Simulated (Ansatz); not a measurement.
# AlGa3As4: the band gap up the ladder of functionals

An exercise on one series of results from a longer session: the logs are not shown, and one member is left open.

The runs shown are made with Ansatz 0.2.0. PAW datasets, plane waves. The cell comes from a prototype generator: it can be a known phase or a hypothetical one. Spin polarisation is off.

## The cell

The cell was relaxed beforehand with r2SCAN.

The symmetry is I-42m (No. 121, tetragonal); a = 5.670 Å, c = 11.341 Å in the conventional setting, 22.79 Å³ an atom. Near Al stand 4 As at 2.45 Å; near As stand 3 Ga at 2.45–2.46 Å and 1 Al at 2.45 Å; near Ga stand 4 As at 2.46 Å; near Ga stand 4 As at 2.45 Å.

Coordinates:

```xyz
8
Lattice="-2.8352 2.8352 5.6705 2.8352 -2.8352 5.6705 2.8352 2.8352 -5.6705" Properties=species:S:1:pos:R:3 pbc="T T T"
Al    0.0000    0.0000    0.0000
As    1.4177    1.4177    1.4161
Ga    0.0000    2.8352    2.8353
As    1.4175   -1.4175    4.2544
Ga    0.0000    0.0000    5.6705
As    1.4175    1.4175    7.0866
Ga    2.8352    0.0000    2.8353
As   -1.4175    1.4175    4.2544
```

Set-up of the first run:

input.yaml reads:

```yaml
crystal:
  lattice:
    - [-2.8351983275, 2.8351983275, 5.6705050153]
    - [2.8351983275, -2.8351983275, 5.6705050153]
    - [2.8351983275, 2.8351983275, -5.6705050153]
  atoms:
    - { symbol: Al, position: [0.0, 0.0, 0.0] }
    - { symbol: As, position: [0.3748847073, 0.3748847073, 0.5000326767] }
    - { symbol: Ga, position: [0.75, 0.25, 0.5] }
    - { symbol: As, position: [0.1251479694, 0.6251152927, 0.0] }
    - { symbol: Ga, position: [0.5, 0.5, 0.0] }
    - { symbol: As, position: [0.8748520306, 0.8748520306, 0.4999673233] }
    - { symbol: Ga, position: [0.25, 0.75, 0.5] }
    - { symbol: As, position: [0.6251152927, 0.1251479694, 0.0] }
kpoints:
  mp_grid: { grid: [6, 6, 6] }
  band_path:
    path:
      - [[0.0, 0.0, 0.0], [2.7536124546e-18, -2.7536124546e-18, 0.5], [0.25, 0.25, 0.25], [8.563246489754e-18, 0.5, -8.563246489754e-18], [0.0, 0.0, 0.0], [0.5, 0.5, -0.5], [0.3124976113396, 0.6875023886604, -0.3124976113396]]
      - [[-0.3124976113396, 0.3124976113396, 0.3124976113396], [0.0, 0.0, 0.0]]
      - [[2.7536124546e-18, -2.7536124546e-18, 0.5], [-0.1249952226793, 0.1249952226793, 0.5]]
      - [[0.5, 0.5, -0.1249952226793], [0.5, 0.5, -0.5]]
    npoints: 10
hamiltonian:
  xc: pbe
scf:
  occupations: { method: fermi_dirac, width: 0.02 }
  n_extra_bands: 6
output:
  forces: true
  stress: true
  eigenvalues: true
```

Run with:

```
$ ansatz run input.yaml --threads 4 --pin off --max-ram 6451MiB --backend cpu --events-out ev --progress --plain --runs-dir out
```

Steps of the session up to this table: Band structure with PBE; r2SCAN; Single point with HSE06; PBE+SOC; PBE0 at the same geometry.

One table of the session follows, with a row left open; its other results are not shown here.

| level | gap (eV) |
| --- | --- |
| PBE | 0.83 |
| r2SCAN | 1.34 |
| HSE06 | 1.70 |
| PBE+SOC | ? |
| PBE0 | 2.29 |

Q: Estimate the row for PBE+SOC from the others.

**Answer.** gap (eV): 0.72. In the column «gap (eV)» it is the lowest.

Meshes: PBE 6×6×6, r2SCAN 6×6×6, HSE06 4×4×4, PBE+SOC 6×6×6, PBE0 4×4×4

PBE+SOC gives the least gap, 0.72 eV, and PBE0 the largest, 2.29 eV. PBE reaches 49 % of the HSE06 value, and r2SCAN 79 %. PBE0 lies 0.58 eV above HSE06, which differs from it by screening the long-range exchange.

Limits of these values: Warnings in the runs' records: stress scf threshold loose, stress exchange threshold loose.
